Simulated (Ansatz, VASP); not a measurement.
**Two plane-wave programs on LiF**

```
CELL_PARAMETERS angstrom
0.00000 2.03430 2.03430
2.03430 0.00000 2.03430
2.03430 2.03430 0.00000
ATOMIC_POSITIONS crystal
Li 0.50000 0.50000 0.50000
F 0.00000 0.00000 0.00000
```

Alike in both runs: task single point; functional LDA; k mesh 10 × 10 × 10; occupations gaussian, width 0.02 eV; no spin polarisation.

|  | VASP | Ansatz |
| --- | --- | --- |
| version | VASP 6.6.1 | Ansatz 0.2.0 |
| potentials or method | VASP PAW LDA potentials, release 64 (Li_sv, F) | scalar-relativistic, plane waves, PAW |
| plane-wave cutoff (eV) | 520 | 420 |
| valence electrons in the cell | 10 | 10 |

```csv
,VASP,Ansatz,Ansatz less VASP
gap on the k mesh at the Fermi level (eV),8.57,8.58,+0.010
least direct gap on the mesh (eV),8.57,8.58,+0.010
```

 A k mesh can miss the band edges.
